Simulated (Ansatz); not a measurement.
# fcc Cu(111) / fcc Pd(111) interface: resistance against the common lattice

Aim: 2AR of the fcc Cu(111) / fcc Pd(111) interface for nine common in-plane spacings, from one metal's own to the other's. Experiment: sputtered multilayers at 4.2 K give 0.9 fΩ m² (J. Bass, CPP magnetoresistance of magnetic multilayers: a critical review, arXiv:1511.07387 (2015), Table 10).

Method: Ansatz plane-wave DFT, PBE, PAW files; ballistic transport by layer matching (Landauer), zero bias; PAW set soft_1, in Ansatz 0.2.0.

Most raw output is cut from this account.

**1. Set-up**

The cell holds 18 atoms: 9 Cu and 9 Pd. Cell: a = 2.556 Å, b = 2.556 Å, c = 42.186 Å, α = 90.0°, β = 90.0°, γ = 120.0°. It derives from Cu and Pd. Regions: Cu, 9 atoms (9 Cu); Pd, 9 atoms (9 Pd). The structure's axis is c.

**2. Transmission, spacing 1 of 9**

The common spacing is 2.556 Å, 0/8 of the way from Cu to Pd; layer distances follow from each metal's atomic volume. The leads are named in the middle of each metal, so that one interface alone is crossed. Energies from -0.06 to 0.06 eV in steps of 0.04 eV are too few for the program's thermal sum, so it prints no conductance; for a metal the transmission near the Fermi level serves, at a fraction of the cost.

input.yaml

```yaml
crystal:
  lattice:
    - [2.5561627297, 0.0, 0.0]
    - [-1.2780813649, 2.2137018601, 0.0]
    - [0.0, 0.0, 42.1860841954]
  atoms:
    - { symbol: Cu, position: [0.0, 0.0, 0.0237044992] }
    - { symbol: Cu, position: [0.3333333333, 0.6666666667, 0.0731781152] }
    - { symbol: Cu, position: [0.6666666667, 0.3333333333, 0.1226517312] }
    - { symbol: Cu, position: [0.0, 0.0, 0.1721253472] }
    - { symbol: Cu, position: [0.3333333333, 0.6666666667, 0.2215989631] }
    - { symbol: Cu, position: [0.6666666667, 0.3333333333, 0.2710725791] }
    - { symbol: Cu, position: [0.0, 0.0, 0.3205461951] }
    - { symbol: Cu, position: [0.3333333333, 0.6666666667, 0.3700198111] }
    - { symbol: Cu, position: [0.6666666667, 0.3333333333, 0.419493427] }
    - { symbol: Pd, position: [0.0, 0.0, 0.4750489826] }
    - { symbol: Pd, position: [0.3333333333, 0.6666666667, 0.5366864777] }
    - { symbol: Pd, position: [0.6666666667, 0.3333333333, 0.5983239729] }
    - { symbol: Pd, position: [0.0, 0.0, 0.659961468] }
    - { symbol: Pd, position: [0.3333333333, 0.6666666667, 0.7215989631] }
    - { symbol: Pd, position: [0.6666666667, 0.3333333333, 0.7832364583] }
    - { symbol: Pd, position: [0.0, 0.0, 0.8448739534] }
    - { symbol: Pd, position: [0.3333333333, 0.6666666667, 0.9065114485] }
    - { symbol: Pd, position: [0.6666666667, 0.3333333333, 0.9681489437] }
kpoints:
  mp_grid: { grid: [17, 17, 1] }
hamiltonian:
  xc: pbe
  pseudopotentials: { kind: paw, azcp: { folder: soft_1 } }
scf:
  occupations: { method: fermi_dirac, width: 0.1 }
output:
  transmission:
    leads: [[3, 4], [12, 13]]
    kmesh: [46, 46]
    e_range: [-0.06, 0.06]
    de: 0.04
  write_potential: true
  write_density: true
  volumetric_format: npy
```

Launch:

```sh
> ansatz run input.yaml --threads 4 --pin off --max-ram 15360MiB --backend cpu --events-out ev --progress --plain --runs-dir out
```

Wall time 64 s (4 threads of Arm Neoverse V1, shared host); peak memory 1.8 GiB; 4 min of CPU time.

This step gave:

```
free energy                                    : -122380.6017 eV
energy at zero smearing                        : -122380.3785 eV
Fermi energy                                   : 18.25 eV
cell area                                      : 5.659 Å²
transmission per spin nearest the Fermi level  : 0.4789
open channels per spin nearest the Fermi level : 0.7982
open channels per spin, upper lead             : 0.8124
step of the lead's potential                   : 8.1 meV
step of the upper lead's potential             : 1.6 meV
```

Per spin. Transmission, zone mean against energy, zero at the Fermi level:

```
energy (eV)  transmission, zone mean
    -0.0600                    0.484
    -0.0200                    0.479
     0.0200                    0.469
     0.0600                    0.456
```

Per spin. The open channels, zone mean by energy, zero at the Fermi level:

```
energy (eV)   lead  upper lead
    -0.0600  0.793       0.827
    -0.0200  0.798       0.812
     0.0200  0.812       0.776
     0.0600  0.807       0.727
```

Transmission over k1 and k2. At -0.0200 eV from the Fermi level (the log's summary may quote the solved energy on the other side of it).

Values, 12 rows by 16 columns, each cell a mean:
```
0.20 0.29 0.73 0.52 0.47 0.50 0.66 0.47 0.02 0.49 0.03 0.00 0.00 0.01 0.04 0.30
0.54 0.67 0.52 0.47 0.25 0.22 0.31 0.60 0.62 0.68 0.25 0.01 0.00 0.00 0.00 0.03
0.40 0.42 0.50 1.00 0.99 0.99 0.99 0.99 0.97 0.47 0.41 0.30 0.03 0.00 0.00 0.00
0.40 0.37 0.23 0.99 0.98 0.96 0.94 0.95 0.97 0.96 0.45 0.28 0.39 0.10 0.00 0.01
0.55 0.48 0.31 0.99 0.97 0.90 0.63 0.40 0.70 0.93 0.98 0.67 0.33 0.56 0.32 0.19
0.21 0.47 0.68 1.00 0.98 0.91 0.31 0.00 0.00 0.45 0.92 0.98 0.96 0.63 0.53 0.22
0.34 0.45 0.64 0.68 0.98 0.97 0.82 0.21 0.00 0.06 0.79 0.96 0.99 0.88 0.44 0.47
0.16 0.08 0.39 0.44 0.28 0.84 0.97 0.91 0.71 0.68 0.88 0.95 0.99 0.58 0.23 0.59
0.09 0.00 0.01 0.18 0.41 0.23 0.68 0.99 0.97 0.96 0.96 0.98 0.99 0.60 0.20 0.48
0.09 0.00 0.00 0.00 0.09 0.41 0.42 0.71 1.00 0.96 0.91 0.91 0.97 0.89 0.28 0.55
0.17 0.00 0.00 0.00 0.00 0.04 0.47 0.60 0.52 0.36 0.17 0.15 0.29 0.47 0.61 0.61
0.31 0.23 0.09 0.07 0.06 0.09 0.27 0.30 0.08 0.70 0.49 0.42 0.43 0.53 0.54 0.10
```
Columns: k1 (b1) from -0.5 to 0.478; rows upwards: k2 (b2) from -0.5 to 0.478.

Open channels over k1 and k2. At -0.0200 eV from the Fermi level (the log's summary may quote the solved energy on the other side of it).

Ten even steps from '0' (0.00) to '9' (1.00), each cell a mean:
```
999999999999999999944200144499
999999999999999999900000000018
999999999999999999982000000006
999999999999999999999300000005
999999999999999999999820000000
999999999999999999999994000000
999999999999999999999999850005
999999999999999999999999997106
999999999999714799999999999989
999999999997000017999999999999
999999999999300002899999999999
999999999999900000399999999999
999999999999985000499999999999
953799999999999977999999999999
930059999999999999999999999999
700002599999999999999999999999
600000028999999999999999999999
700000001899999999999999999999
930000000289999999999999999999
930000000006999999999999999999
992000000002999999999999999999
999998444899999999999999999999
```
Columns: k1 (b1) from -0.5 to 0.478; rows upwards: k2 (b2) from -0.5 to 0.478.

Over the solved energies the transmission per spin lies between 0.456 and 0.484, out of 0.802 channels of the lead on average (up to 0.812).

**3. Resistance, spacing 1 of 9**

This step: Ansatz plane-wave DFT, PBE, PAW files; ballistic transport by layer matching (Landauer), zero bias; specific resistance of one interface, 1/T less the mean of the leads' 1/N; PAW set soft_1 (Ansatz 0.2.0).

This step gave:

```
area resistance                                           : 0.6274 fΩ m²
T over the leads' mean channel count                      : 0.5945
twice the interface resistance (2AR, or 2AR* for magnets) : 1.255 fΩ m²
```

Twice the interface resistance is 1.25 fΩ m² here.

**4. Transmission, spacing 2 of 9, in plane spacing 2.5805 Å, lattice of 1/8 of the way from Cu to Pd**

The common spacing is 2.580 Å, 1/8 of the way from Cu to Pd; layer distances follow from each metal's atomic volume.

This step: Ansatz plane-wave DFT, PBE, PAW files; ballistic transport by layer matching (Landauer), zero bias; PAW set soft_1 (Ansatz 0.2.0).

The cell differs from the one that the last finished run ended in (a 2.556 → 2.580 Å, b 2.556 → 2.580 Å, c 42.186 → 41.396 Å).

input.yaml, the sections that differ from step 2:

```yaml
crystal:
  lattice:
    - [2.5804553832, 0.0, 0.0]
    - [-1.2902276916, 2.2347399152, 0.0]
    - [0.0, 0.0, 41.3955352927]
  atoms:
    - { symbol: Cu, position: [0.0, 0.0, 0.0241571946] }
    - { symbol: Cu, position: [0.3333333333, 0.6666666667, 0.0736308105] }
    - { symbol: Cu, position: [0.6666666667, 0.3333333333, 0.1231044265] }
    - { symbol: Cu, position: [0.0, 0.0, 0.1725780425] }
    - { symbol: Cu, position: [0.3333333333, 0.6666666667, 0.2220516585] }
    - { symbol: Cu, position: [0.6666666667, 0.3333333333, 0.2715252745] }
    - { symbol: Cu, position: [0.0, 0.0, 0.3209988904] }
    - { symbol: Cu, position: [0.3333333333, 0.6666666667, 0.3704725064] }
    - { symbol: Cu, position: [0.6666666667, 0.3333333333, 0.4199461224] }
    - { symbol: Pd, position: [0.0, 0.0, 0.4755016779] }
    - { symbol: Pd, position: [0.3333333333, 0.6666666667, 0.5371391731] }
    - { symbol: Pd, position: [0.6666666667, 0.3333333333, 0.5987766682] }
    - { symbol: Pd, position: [0.0, 0.0, 0.6604141633] }
    - { symbol: Pd, position: [0.3333333333, 0.6666666667, 0.7220516585] }
    - { symbol: Pd, position: [0.6666666667, 0.3333333333, 0.7836891536] }
    - { symbol: Pd, position: [0.0, 0.0, 0.8453266487] }
    - { symbol: Pd, position: [0.3333333333, 0.6666666667, 0.9069641439] }
    - { symbol: Pd, position: [0.6666666667, 0.3333333333, 0.968601639] }
# kpoints, hamiltonian, scf, output: as in step 2
```

It took 62 s on 4 threads; peak memory 1.8 GiB; 4 min of CPU time.

This step gave:

* free energy: -122381.2744 eV
* energy at zero smearing: -122381.0355 eV
* Fermi energy: 18.24 eV
* cell area: 5.767 Å²
* transmission per spin nearest the Fermi level: 0.4910
* open channels per spin nearest the Fermi level: 0.8209
* open channels per spin, upper lead: 0.8436
* step of the lead's potential: 9.8 meV
* step of the upper lead's potential: 1.4 meV

Per spin. Table of transmission, zone mean by energy, zero at the Fermi level:

```
energy (eV)  transmission, zone mean
    -0.0600                    0.508
    -0.0200                    0.491
     0.0200                    0.475
     0.0600                    0.465
```

Over the solved energies the transmission per spin lies between 0.465 and 0.508, out of 0.822 channels of the lead on average (up to 0.824).

**5. Resistance, spacing 2 of 9**

This step: Ansatz plane-wave DFT, PBE, PAW files; ballistic transport by layer matching (Landauer), zero bias; specific resistance of one interface, 1/T less the mean of the leads' 1/N; PAW set soft_1 (Ansatz 0.2.0).

This step gave:

| Quantity | Value |
| --- | --- |
| area resistance | 0.6292 fΩ m² |
| T over the leads' mean channel count | 0.5901 |
| twice the interface resistance (2AR, or 2AR* for magnets) | 1.258 fΩ m² |

Twice the interface resistance is 1.26 fΩ m² here, against 1.25 in the first run; 59.0 % of the two leads' mean channel count pass, 59.4 % before.

**6. Transmission, spacing 3 of 9, k-mesh 16×16×1, in plane spacing 2.6047 Å**

The common spacing is 2.605 Å, 2/8 of the way from Cu to Pd; layer distances follow from each metal's atomic volume.

This step: Ansatz plane-wave DFT, PBE, PAW files; ballistic transport by layer matching (Landauer), zero bias; PAW set soft_1 (Ansatz 0.2.0).

The cell differs from the one that the last finished run ended in (a 2.580 → 2.605 Å, b 2.580 → 2.605 Å, c 41.396 → 40.627 Å).

input.yaml

```yaml
crystal:
  lattice:
    - [2.6047480367, 0.0, 0.0]
    - [-1.3023740183, 2.2557779702, 0.0]
    - [0.0, 0.0, 40.627001766]
  atoms:
    - { symbol: Cu, position: [0.0, 0.0, 0.0246141718] }
    - { symbol: Cu, position: [0.3333333333, 0.6666666667, 0.0740877877] }
    - { symbol: Cu, position: [0.6666666667, 0.3333333333, 0.1235614037] }
    - { symbol: Cu, position: [0.0, 0.0, 0.1730350197] }
    - { symbol: Cu, position: [0.3333333333, 0.6666666667, 0.2225086357] }
    - { symbol: Cu, position: [0.6666666667, 0.3333333333, 0.2719822517] }
    - { symbol: Cu, position: [0.0, 0.0, 0.3214558676] }
    - { symbol: Cu, position: [0.3333333333, 0.6666666667, 0.3709294836] }
    - { symbol: Cu, position: [0.6666666667, 0.3333333333, 0.4204030996] }
    - { symbol: Pd, position: [0.0, 0.0, 0.4759586552] }
    - { symbol: Pd, position: [0.3333333333, 0.6666666667, 0.5375961503] }
    - { symbol: Pd, position: [0.6666666667, 0.3333333333, 0.5992336454] }
    - { symbol: Pd, position: [0.0, 0.0, 0.6608711406] }
    - { symbol: Pd, position: [0.3333333333, 0.6666666667, 0.7225086357] }
    - { symbol: Pd, position: [0.6666666667, 0.3333333333, 0.7841461308] }
    - { symbol: Pd, position: [0.0, 0.0, 0.8457836259] }
    - { symbol: Pd, position: [0.3333333333, 0.6666666667, 0.9074211211] }
    - { symbol: Pd, position: [0.6666666667, 0.3333333333, 0.9690586162] }
kpoints:
  mp_grid: { grid: [16, 16, 1] }
hamiltonian:
  xc: pbe
  pseudopotentials: { kind: paw, azcp: { folder: soft_1 } }
scf:
  occupations: { method: fermi_dirac, width: 0.1 }
output:
  transmission:
    leads: [[3, 4], [12, 13]]
    kmesh: [46, 46]
    e_range: [-0.06, 0.06]
    de: 0.04
  write_potential: true
  write_density: true
  volumetric_format: npy
```

The job ended after 61 s (4 threads; peak memory 1.8 GiB).

This step gave:

| Property | Result |
| --- | --- |
| free energy | -122381.8096 eV |
| energy at zero smearing | -122381.5746 eV |
| cell area | 5.876 Å² |
| transmission per spin nearest the Fermi level | 0.4933 |
| open channels per spin nearest the Fermi level | 0.8379 |
| open channels per spin, upper lead | 0.8464 |
| step of the lead's potential | 9.1 meV |
| step of the upper lead's potential | 0.7 meV |

Per spin. The transmission, zone mean by energy, zero at the Fermi level:

```
energy (eV)  transmission, zone mean
    -0.0600                    0.511
    -0.0200                    0.493
     0.0200                    0.487
     0.0600                    0.481
```

Over the solved energies the transmission per spin lies between 0.481 and 0.511, out of 0.838 channels of the lead on average (up to 0.841).

**7. Resistance, spacing 3 of 9**

This step: Ansatz plane-wave DFT, PBE, PAW files; ballistic transport by layer matching (Landauer), zero bias; specific resistance of one interface, 1/T less the mean of the leads' 1/N; PAW set soft_1 (Ansatz 0.2.0).

This step gave:

```yaml
area_resistance: 0.6384 fΩ m²
t_over_the_leads_mean_channel_count: 0.5848
twice_the_interface_resistance_2ar_or_2ar_star_for_magnets: 1.277 fΩ m²
```

Twice the interface resistance is 1.28 fΩ m² here, against 1.25 in the first run; 58.5 % of the two leads' mean channel count pass, 59.4 % before.

**8. Transmission, spacing 4 of 9, k-mesh 16×16×1, in plane spacing 2.629 Å**

The common spacing is 2.629 Å, 3/8 of the way from Cu to Pd; layer distances follow from each metal's atomic volume.

This step: Ansatz plane-wave DFT, PBE, PAW files; ballistic transport by layer matching (Landauer), zero bias; PAW set soft_1 (Ansatz 0.2.0).

The cell differs from the one that the last finished run ended in (a 2.605 → 2.629 Å, b 2.605 → 2.629 Å, c 40.627 → 39.880 Å).

input.yaml

```yaml
crystal:
  lattice:
    - [2.6290406901, 0.0, 0.0]
    - [-1.3145203451, 2.2768160252, 0.0]
    - [0.0, 0.0, 39.8796736874]
  atoms:
    - { symbol: Cu, position: [0.0, 0.0, 0.0250754309] }
    - { symbol: Cu, position: [0.3333333333, 0.6666666667, 0.0745490468] }
    - { symbol: Cu, position: [0.6666666667, 0.3333333333, 0.1240226628] }
    - { symbol: Cu, position: [0.0, 0.0, 0.1734962788] }
    - { symbol: Cu, position: [0.3333333333, 0.6666666667, 0.2229698948] }
    - { symbol: Cu, position: [0.6666666667, 0.3333333333, 0.2724435107] }
    - { symbol: Cu, position: [0.0, 0.0, 0.3219171267] }
    - { symbol: Cu, position: [0.3333333333, 0.6666666667, 0.3713907427] }
    - { symbol: Cu, position: [0.6666666667, 0.3333333333, 0.4208643587] }
    - { symbol: Pd, position: [0.0, 0.0, 0.4764199142] }
    - { symbol: Pd, position: [0.3333333333, 0.6666666667, 0.5380574094] }
    - { symbol: Pd, position: [0.6666666667, 0.3333333333, 0.5996949045] }
    - { symbol: Pd, position: [0.0, 0.0, 0.6613323996] }
    - { symbol: Pd, position: [0.3333333333, 0.6666666667, 0.7229698948] }
    - { symbol: Pd, position: [0.6666666667, 0.3333333333, 0.7846073899] }
    - { symbol: Pd, position: [0.0, 0.0, 0.846244885] }
    - { symbol: Pd, position: [0.3333333333, 0.6666666667, 0.9078823802] }
    - { symbol: Pd, position: [0.6666666667, 0.3333333333, 0.9695198753] }
kpoints:
  mp_grid: { grid: [16, 16, 1] }
hamiltonian:
  xc: pbe
  pseudopotentials: { kind: paw, azcp: { folder: soft_1 } }
scf:
  occupations: { method: fermi_dirac, width: 0.1 }
output:
  transmission:
    leads: [[3, 4], [12, 13]]
    kmesh: [44, 44]
    e_range: [-0.06, 0.06]
    de: 0.04
  write_potential: true
  write_density: true
  volumetric_format: npy
```

It took 60 s on 4 threads; peak memory 1.8 GiB.

This step gave:

```yaml
free_energy: -122382.1562 eV
energy_at_zero_smearing: -122381.9113 eV
cell_area: 5.986 Å²
transmission_per_spin_nearest_the_fermi_level: 0.5102
open_channels_per_spin_nearest_the_fermi_level: 0.8507
open_channels_per_spin_upper_lead: 0.8879
step_of_the_lead_s_potential: 5 meV
step_of_the_upper_lead_s_potential: 0.2 meV
```

Per spin. Transmission, zone mean against energy, zero at the Fermi level:

```
energy (eV)  transmission, zone mean
    -0.0600                    0.523
    -0.0200                    0.510
     0.0200                    0.499
     0.0600                    0.482
```

Over the solved energies the transmission per spin lies between 0.482 and 0.523, out of 0.860 channels of the lead on average (up to 0.885).

**9. Resistance, spacing 4 of 9**

This step: Ansatz plane-wave DFT, PBE, PAW files; ballistic transport by layer matching (Landauer), zero bias; specific resistance of one interface, 1/T less the mean of the leads' 1/N; PAW set soft_1 (Ansatz 0.2.0).

This step gave:

```yaml
area_resistance: 0.6441 fΩ m²
t_over_the_leads_mean_channel_count: 0.5802
twice_the_interface_resistance_2ar_or_2ar_star_for_magnets: 1.288 fΩ m²
```

Twice the interface resistance is 1.29 fΩ m² here, against 1.25 in the first run; 58.0 % of the two leads' mean channel count pass, 59.4 % before.

**10. Transmission, spacing 5 of 9, k-mesh 16×16×1, in plane spacing 2.6533 Å**

The common spacing is 2.653 Å, 4/8 of the way from Cu to Pd; layer distances follow from each metal's atomic volume.

This step: Ansatz plane-wave DFT, PBE, PAW files; ballistic transport by layer matching (Landauer), zero bias; PAW set soft_1 (Ansatz 0.2.0).

The cell differs from the one that the last finished run ended in (a 2.629 → 2.653 Å, b 2.629 → 2.653 Å, c 39.880 → 39.153 Å).

input.yaml, the sections that differ from step 8:

```yaml
crystal:
  lattice:
    - [2.6533333436, 0.0, 0.0]
    - [-1.3266666718, 2.2978540803, 0.0]
    - [0.0, 0.0, 39.1527780353]
  atoms:
    - { symbol: Cu, position: [0.0, 0.0, 0.0255409718] }
    - { symbol: Cu, position: [0.3333333333, 0.6666666667, 0.0750145878] }
    - { symbol: Cu, position: [0.6666666667, 0.3333333333, 0.1244882038] }
    - { symbol: Cu, position: [0.0, 0.0, 0.1739618197] }
    - { symbol: Cu, position: [0.3333333333, 0.6666666667, 0.2234354357] }
    - { symbol: Cu, position: [0.6666666667, 0.3333333333, 0.2729090517] }
    - { symbol: Cu, position: [0.0, 0.0, 0.3223826677] }
    - { symbol: Cu, position: [0.3333333333, 0.6666666667, 0.3718562837] }
    - { symbol: Cu, position: [0.6666666667, 0.3333333333, 0.4213298996] }
    - { symbol: Pd, position: [0.0, 0.0, 0.4768854552] }
    - { symbol: Pd, position: [0.3333333333, 0.6666666667, 0.5385229503] }
    - { symbol: Pd, position: [0.6666666667, 0.3333333333, 0.6001604455] }
    - { symbol: Pd, position: [0.0, 0.0, 0.6617979406] }
    - { symbol: Pd, position: [0.3333333333, 0.6666666667, 0.7234354357] }
    - { symbol: Pd, position: [0.6666666667, 0.3333333333, 0.7850729309] }
    - { symbol: Pd, position: [0.0, 0.0, 0.846710426] }
    - { symbol: Pd, position: [0.3333333333, 0.6666666667, 0.9083479211] }
    - { symbol: Pd, position: [0.6666666667, 0.3333333333, 0.9699854163] }
# kpoints, hamiltonian, scf, output: as in step 8
```

It took 62 s on 4 threads; peak memory 1.8 GiB; 4 min of CPU time.

This step gave:

```yaml
free_energy: -122382.3560 eV
energy_at_zero_smearing: -122382.0986 eV
cell_area: 6.097 Å²
transmission_per_spin_nearest_the_fermi_level: 0.5183
open_channels_per_spin_nearest_the_fermi_level: 0.8946
open_channels_per_spin_upper_lead: 0.9101
step_of_the_lead_s_potential: 0.9 meV
```

Per spin. Transmission, zone mean against energy, zero at the Fermi level:

```
energy (eV)  transmission, zone mean
    -0.0600                    0.535
    -0.0200                    0.518
     0.0200                    0.506
     0.0600                    0.488
```

Over the solved energies the transmission per spin lies between 0.488 and 0.535, out of 0.894 channels of the lead on average (up to 0.895).

(Part 1 of 2 ends here.)

[Logs are printed without paths, hosts, clocks, repeated set-up lines and the standing remarks that a program may print on its own settings, such as how far it seeks lower states.]

[Hosts, paths, dates, database ids (printed as entryN), source tags and the programs' standing remarks are cut or masked in the printed files.]
